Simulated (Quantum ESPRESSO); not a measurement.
# HgTe (Coloradoite) (F-43m) in Quantum ESPRESSO: single point with PBEsol

Aim: the single point of HgTe (Coloradoite) with PBEsol.

Program: Quantum ESPRESSO 7.5. These are calculated values, not measurements. Logs are shortened: lines on timing, memory, paths and dates and some standing lists are left out, and cuts for length are marked.

### Step 1. The crystal as given

It takes space group F-43m (No. 216, cubic). Conventional cell: a = 6.429 Å, b = 6.429 Å, c = 6.429 Å, α = 90.00°, β = 90.00°, γ = 90.00°. Hg (site symmetry -43m) is surrounded by 4 Te at 2.78 Å. Te (site symmetry -43m) has 4 Hg at 2.78 Å as nearest neighbours.

### Step 2. Single point, PBEsol

The input, run.py:

```python
import numpy as np
from ase.calculators.espresso import Espresso, EspressoProfile
from ase.io import read

atoms = read('POSCAR')

input_data = {
    'control': {'calculation': 'scf', 'prefix': 'pwscf', 'outdir': './tmp', 'tprnfor': True, 'tstress': True, 'disk_io': 'nowf'},
    'system': {'ecutwfc': 45.0, 'ecutrho': 360.0, 'nbnd': 15, 'occupations': 'smearing', 'smearing': 'fd', 'degauss': 0.00367493},
    'electrons': {'conv_thr': 4e-10, 'electron_maxstep': 120, 'mixing_beta': 0.5},
}
pseudopotentials = {'Hg': 'hg_pbesol_v1.uspp.F.UPF', 'Te': 'te_pbesol_v1.uspp.F.UPF'}
profile = EspressoProfile(command='mpirun -n 2 pw.x -nk 2', pseudo_dir='pseudo')
dft = Espresso(profile=profile, input_data=input_data, pseudopotentials=pseudopotentials, kpts=(7, 7, 7), koffset=(0, 0, 0))
atoms.calc = dft

print(f'energy {atoms.get_potential_energy():.8f} eV')
print('forces (eV/A)')
print(np.round(atoms.get_forces(), 6))
print('stress (eV/A^3, Voigt)')
print(np.round(atoms.get_stress(), 8))
print(f'Fermi level {dft.get_fermi_level():.4f} eV')
```

The input, POSCAR:

```
HgTe
1.0
    0.0000000000      3.2145000000      3.2145000000
    3.2145000000      0.0000000000      3.2145000000
    3.2145000000      3.2145000000      0.0000000000
Hg Te
1 1
Direct
    0.0000000000      0.0000000000      0.0000000000
    0.7500000000      0.7500000000      0.7500000000
```

Potentials or basis: GBRV 1.5 PBEsol.

The run is started by

```bash
$ OMP_NUM_THREADS=1 python run.py
```

Standard output:

```text
energy -1822.81819648 eV
forces (eV/A)
[[-0. -0.  0.]
 [ 0.  0. -0.]]
stress (eV/A^3, Voigt)
[-0.01366035 -0.01366035 -0.01366035  0.          0.         -0.        ]
Fermi level 6.2767 eV
```

espresso.pwi:

```text
&CONTROL
   calculation      = 'scf'
   tstress          = .true.
   tprnfor          = .true.
   outdir           = './tmp'
   prefix           = 'pwscf'
   disk_io          = 'nowf'
   pseudo_dir       = 'pseudo'
/
&SYSTEM
   nbnd             = 15
   ecutwfc          = 45.0
   ecutrho          = 360.0
   occupations      = 'smearing'
   degauss          = 0.00367493
   smearing         = 'fd'
   ntyp             = 2
   nat              = 2
   ibrav            = 0
/
&ELECTRONS
   electron_maxstep = 120
   conv_thr         = 4e-10
   mixing_beta      = 0.5
/
&IONS
/
&CELL
/
&FCP
/
&RISM
/
ATOMIC_SPECIES
Hg 200.592 hg_pbesol_v1.uspp.F.UPF
Te 127.6 te_pbesol_v1.uspp.F.UPF

K_POINTS automatic
7 7 7  0 0 0

CELL_PARAMETERS angstrom
0.00000000000000 3.21450000000000 3.21450000000000
3.21450000000000 0.00000000000000 3.21450000000000
3.21450000000000 3.21450000000000 0.00000000000000

ATOMIC_POSITIONS angstrom
Hg 0.0000000000 0.0000000000 0.0000000000  
Te 4.8217500000 4.8217500000 4.8217500000
```

espresso.pwo:

```text
This program is part of the open-source Quantum ESPRESSO suite
     for quantum simulation of materials; please cite
         "P. Giannozzi et al., J. Phys.:Condens. Matter 21 395502 (2009);
         "P. Giannozzi et al., J. Phys.:Condens. Matter 29 465901 (2017);
         "P. Giannozzi et al., J. Chem. Phys. 152 154105 (2020);
     in publications or presentations arising from this work. More details at

Warning: card &CELL ignored
Warning: card &FCP ignored
Warning: card &RISM ignored

     Message from routine setup:
     using ibrav=0 with symmetry is DISCOURAGED, use correct ibrav instead

     K-points division:     npool     =       2
     Subspace diagonalization in iterative solution of the eigenvalue problem:
     a serial algorithm will be used

     G-vector sticks info
     --------------------
     sticks:   dense  smooth     PW     G-vecs:    dense   smooth      PW
     Sum        1813     925    271                51493    18197    2975

     Using Slab Decomposition

     bravais-lattice index     =            0
     lattice parameter (alat)  =       8.5907  a.u.
     unit-cell volume          =     448.2981 (a.u.)^3
     number of atoms/cell      =            2
     number of atomic types    =            2
     number of electrons       =        18.00
     number of Kohn-Sham states=           15
     kinetic-energy cutoff     =      45.0000  Ry
     charge density cutoff     =     360.0000  Ry
     scf convergence threshold =      4.0E-10
     mixing beta               =       0.5000
     number of iterations used =            8  plain     mixing
     Exchange-correlation= SLA  PW   PSX  PSC
                           (   1   4  10   8   0   0   0)

     celldm(1)=   8.590675  celldm(2)=   0.000000  celldm(3)=   0.000000
     celldm(4)=   0.000000  celldm(5)=   0.000000  celldm(6)=   0.000000

     crystal axes: (cart. coord. in units of alat)
               a(1) = (   0.000000   0.707107   0.707107 )
               a(2) = (   0.707107   0.000000   0.707107 )
               a(3) = (   0.707107   0.707107   0.000000 )

     reciprocal axes: (cart. coord. in units 2 pi/alat)
               b(1) = ( -0.707107  0.707107  0.707107 )
               b(2) = (  0.707107 -0.707107  0.707107 )
               b(3) = (  0.707107  0.707107 -0.707107 )

     PseudoPot. # 1 for Hg read from file:
     hg_pbesol_v1.uspp.F.UPF
     Pseudo is Ultrasoft + core correction, Zval = 12.0
     Generated by new atomic code, or converted to UPF format
     Using radial grid of  985 points,  6 beta functions with:
                l(1) =   0
                l(2) =   0
                l(3) =   1
                l(4) =   1
                l(5) =   2
                l(6) =   2
     Q(r) pseudized with  8 coefficients,  rinner =    2.000   2.000   2.000
                                                       2.000   2.000

     PseudoPot. # 2 for Te read from file:
     te_pbesol_v1.uspp.F.UPF
     Pseudo is Ultrasoft + core correction, Zval =  6.0
     Generated by new atomic code, or converted to UPF format
     Using radial grid of  891 points,  5 beta functions with:
                l(1) =   0
                l(2) =   0
                l(3) =   1
                l(4) =   1
                l(5) =   2
     Q(r) pseudized with  6 coefficients,  rinner =    1.800   1.800   1.800
                                                       1.800   1.800

     atomic species   valence    mass     pseudopotential
     Hg               12.00   200.59200     Hg( 1.00)
     Te                6.00   127.60000     Te( 1.00)

     24 Sym. Ops. (no inversion) found

   Cartesian axes

     site n.     atom                  positions (alat units)
         1        Hg     tau(   1) = (   0.0000000   0.0000000   0.0000000  )
         2        Te     tau(   2) = (   1.0606602   1.0606602   1.0606602  )

     number of k points=    20  Fermi-Dirac smearing, width (Ry)=  0.0037
                       cart. coord. in units 2pi/alat
        k(    1) = (   0.0000000   0.0000000   0.0000000), wk =   0.0058309
        k(    2) = (   0.1010153   0.1010153  -0.1010153), wk =   0.0466472
        k(    3) = (   0.2020305   0.2020305  -0.2020305), wk =   0.0466472
        k(    4) = (   0.3030458   0.3030458  -0.3030458), wk =   0.0466472
        k(    5) = (   0.2020305  -0.0000000   0.0000000), wk =   0.0349854
        k(    6) = (   0.3030458   0.1010153  -0.1010153), wk =   0.1399417
[... 12 lines left out ...]
        k(   19) = (  -0.1010153  -0.5050763   0.7071068), wk =   0.1399417
        k(   20) = (   0.0000000  -0.4040610   0.6060915), wk =   0.1399417

     Dense  grid:    51493 G-vectors     FFT dimensions: (  54,  54,  54)

     Smooth grid:    18197 G-vectors     FFT dimensions: (  40,  40,  40)

     Initial potential from superposition of free atoms

     starting charge      17.9997, renormalised to      18.0000
     Starting wfcs are   13 randomized atomic wfcs +    2 random wfcs

     Self-consistent Calculation

     iteration #  1     ecut=    45.00 Ry     beta= 0.50
     Davidson diagonalization with overlap
     ethr =  1.00E-02,  avg # of iterations =  5.5

     Threshold (ethr) on eigenvalues was too large:
     Diagonalizing with lowered threshold

     Davidson diagonalization with overlap
     ethr =  2.99E-04,  avg # of iterations =  3.2

     total energy              =    -133.95992045 Ry
     estimated scf accuracy    <       0.05104511 Ry

     iteration #  2     ecut=    45.00 Ry     beta= 0.50
     Davidson diagonalization with overlap
     ethr =  2.84E-04,  avg # of iterations =  2.6
[... 43 lines left out ...]
     total energy              =    -133.97467806 Ry
     estimated scf accuracy    <          4.8E-10 Ry

     iteration #  9     ecut=    45.00 Ry     beta= 0.50
     Davidson diagonalization with overlap
     ethr =  2.69E-12,  avg # of iterations =  4.7

     End of self-consistent calculation

          k = 0.0000 0.0000 0.0000 (  2277 PWs)   bands (ev):

    -5.9352  -1.2150  -1.2150  -1.2150  -0.6575  -0.6575   5.4484   6.2367
     6.2367   6.2367  10.3467  10.3467  10.3467  12.7019  15.8926

          k = 0.1010 0.1010-0.1010 (  2283 PWs)   bands (ev):

    -5.8311  -1.1860  -1.1860  -1.1776  -0.6593  -0.6593   4.1148   6.0016
     6.0016   6.9269  10.3087  10.6574  10.6574  13.8526  14.9249

          k = 0.2020 0.2020-0.2020 (  2271 PWs)   bands (ev):

    -5.5824  -1.1275  -1.1275  -0.9906  -0.6525  -0.6525   2.3477   5.5543
     5.5543   6.9988  11.0958  11.0958  11.4237  13.9233  14.8698

          k = 0.3030 0.3030-0.3030 (  2286 PWs)   bands (ev):

    -5.3667  -1.0905  -1.0905  -0.6324  -0.6324  -0.5232   0.8911   5.2436
     5.2436   6.8590  11.1834  11.1834  12.8729  13.8610  15.9704

          k = 0.2020-0.0000 0.0000 (  2273 PWs)   bands (ev):

    -5.7961  -1.2034  -1.1574  -1.1574  -0.6784  -0.6423   4.0393   5.6289
     5.6289   7.5537   9.5000  11.1583  11.1583  13.6823  14.3769

          k = 0.3030 0.1010-0.1010 (  2283 PWs)   bands (ev):

    -5.5939  -1.1481  -1.0926  -1.0508  -0.6798  -0.6287   2.7585   5.0811
     5.1507   7.9387   9.7060  11.5804  11.7800  13.6902  15.3787

          k = 0.4041 0.2020-0.2020 (  2296 PWs)   bands (ev):
[... 11 lines left out ...]
    -5.4351  -1.0886  -1.0809  -0.8475  -0.6701  -0.6069   1.7718   4.3087
     5.4240   7.8295  10.9197  11.3265  11.6924  14.3962  15.0533

          k =-0.0000-0.2020 0.2020 (  2271 PWs)   bands (ev):

    -5.6776  -1.1525  -1.1353  -1.0987  -0.6764  -0.6396   3.1598   4.9829
     5.8919   7.5995  10.2842  10.8404  11.3435  14.1305  14.9326

          k = 0.4041-0.0000 0.0000 (  2285 PWs)   bands (ev):

    -5.4607  -1.1268  -1.0118  -1.0118  -0.6750  -0.6079   2.3795   4.6171
     4.6171   8.1522   9.0086  12.8489  12.8489  12.9549  16.2093

          k = 0.5051 0.1010-0.1010 (  2289 PWs)   bands (ev):

    -5.2750  -1.0579  -0.9507  -0.8968  -0.5988  -0.5231   1.4453   3.9632
     4.3264   8.3041   9.3539  12.3961  13.2785  14.8020  16.6654

          k =-0.1010-0.5051 0.5051 (  2286 PWs)   bands (ev):

    -5.1809  -1.0317  -0.9492  -0.7556  -0.6234  -0.1952   0.7259   3.3357
     4.4408   8.4005  10.3991  12.6311  12.8813  14.3741  15.9828

          k = 0.0000-0.4041 0.4041 (  2297 PWs)   bands (ev):

    -5.2551  -1.0407  -1.0071  -0.6969  -0.6620  -0.4411   1.1330   3.3305
     4.9018   8.4320  10.8133  12.1599  12.2408  14.7031  14.7176

          k = 0.6061-0.0000 0.0000 (  2301 PWs)   bands (ev):

    -5.1669  -1.0513  -0.8741  -0.8741  -0.5801  -0.3598   0.9747   3.9548
     3.9548   8.0311   8.6539  14.0489  14.7269  14.7269  16.4543

          k =-0.0000-0.6061 0.6061 (  2276 PWs)   bands (ev):

    -5.1247  -1.0245  -0.8729  -0.8384  -0.5924  -0.1174   0.6154   3.5121
     4.0012   8.2444   9.1662  13.6461  14.3110  14.8663  16.5758

          k = 0.4041 0.2020 0.0000 (  2281 PWs)   bands (ev):

    -5.3976  -1.0815  -1.0335  -0.9103  -0.6480  -0.5999   1.9055   4.0490
     4.9136   8.4672   9.8816  11.3115  12.7265  14.0752  16.5895

          k =-0.2020-0.4041 0.6061 (  2285 PWs)   bands (ev):

    -5.2321  -1.0320  -0.9983  -0.7360  -0.6368  -0.3504   0.9501   3.5614
     4.5299   8.6525  10.5148  11.4314  13.3037  14.2879  16.1872

          k =-0.1010-0.5051 0.7071 (  2281 PWs)   bands (ev):

    -5.1588  -1.0070  -0.9284  -0.8157  -0.6117  -0.2399   0.8432   3.5837
     3.9012   8.7339   9.5500  12.2558  13.8681  15.0346  17.0252

          k = 0.0000-0.4041 0.6061 (  2287 PWs)   bands (ev):

    -5.1402  -0.9958  -0.9380  -0.7283  -0.6636  -0.0739   0.6216   3.2391
     3.9870   9.0098  10.5603  11.8439  12.7292  14.9687  16.3815

     the Fermi energy is     6.2767 ev

!    total energy              =    -133.97467806 Ry
     estimated scf accuracy    <          2.8E-10 Ry
     smearing contrib. (-TS)   =      -0.00004990 Ry
     internal energy E=F+TS    =    -133.97462816 Ry

     The total energy is F=E-TS. E is the sum of the following terms:
     one-electron contribution =     -32.24111497 Ry
     hartree contribution      =      28.80764169 Ry
     xc contribution           =     -53.10678670 Ry
     ewald contribution        =     -77.43436818 Ry

     convergence has been achieved in   9 iterations

     Forces acting on atoms (cartesian axes, Ry/au):

     atom    1 type  1   force =    -0.00000000   -0.00000000    0.00000000
     atom    2 type  2   force =     0.00000000    0.00000000   -0.00000000

     Total force =     0.000000     Total SCF correction =     0.000000

     Computing stress (Cartesian axis) and pressure

          total   stress  (Ry/bohr**3)                   (kbar)     P=       21.89
   0.00014878   0.00000000  -0.00000000           21.89        0.00       -0.00
   0.00000000   0.00014878  -0.00000000            0.00       21.89       -0.00
  -0.00000000  -0.00000000   0.00014878           -0.00       -0.00       21.89

=------------------------------------------------------------------------------=
   JOB DONE.
=------------------------------------------------------------------------------=
```

Wall time 11 s (2 MPI ranks of Arm Neoverse V2, shared host); peak memory 0.3 GiB.

Results:

- Free energy: -1822.8184 eV
- Pressure: 2.2 GPa
- Band gap on the k mesh: none (metal or under the smearing width)

Levels at points of the mesh, in eV from the Fermi level:
```csv
k point,band 5,band 6,band 7,band 8,band 9,band 10,band 11,band 12,band 13,band 14
"(0.00, 0.00, 0.00)",-6.93,-6.93,-0.83,-0.04,-0.04,-0.04,4.07,4.07,4.07,6.43
```

Spin-orbit coupling is left out, which matters for the levels of Hg, Te.

### Step 3. For comparison

An earlier run on the cell as given: functional PBEsol; potentials or basis GBRV 1.5 PBEsol; cutoff 612 eV; density cutoff 4898 eV; k mesh 7 × 7 × 7; occupations fermi-dirac, width 0.05 eV; no spin polarisation.

* Pressure: 2.2 GPa
* Band gap on the k mesh: none (metal or under the smearing width)
